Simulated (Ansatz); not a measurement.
Computed properties of I

```
I
1.0
     4.28268    0.00000    0.00000
    -2.14134    3.70891    0.00000
     0.00000    0.00000    4.88287
I
2
Direct
  0.33333 0.66667 0.25000
  0.66667 0.33333 0.75000
```

Atom numbers follow the list: I1, I2.

Conventional cell: a = 4.283 Å, b = 4.283 Å, c = 4.883 Å, α = 90.00°, β = 90.00°, γ = 120.00°. I (atom 1) is surrounded by 6 I at 3.47 Å.

The cell was built from the hcp type and relaxed in the same program, and has space group P6_3/mmc; it needn't be a known or the stable phase.

No spin–orbit coupling, which matters for the heavy atoms here.

Level of theory: DFT, PBE, all-electron LAPW, scalar-relativistic in Ansatz 0.2.0.

Numerical set-up: a Γ-centred 15×15×8 k mesh, Fermi–Dirac smearing of 0.05 eV, basis error target 1 meV/atom, no spin polarisation.

```
Band gap                                          : none: bands cross the Fermi level, a metal
Density of states at the Fermi level (0.2 eV bin) : 2.74 states/eV per cell
Volume per atom                                   : 38.78 Å³
Pressure at this cell                             : 0.02 GPa
```
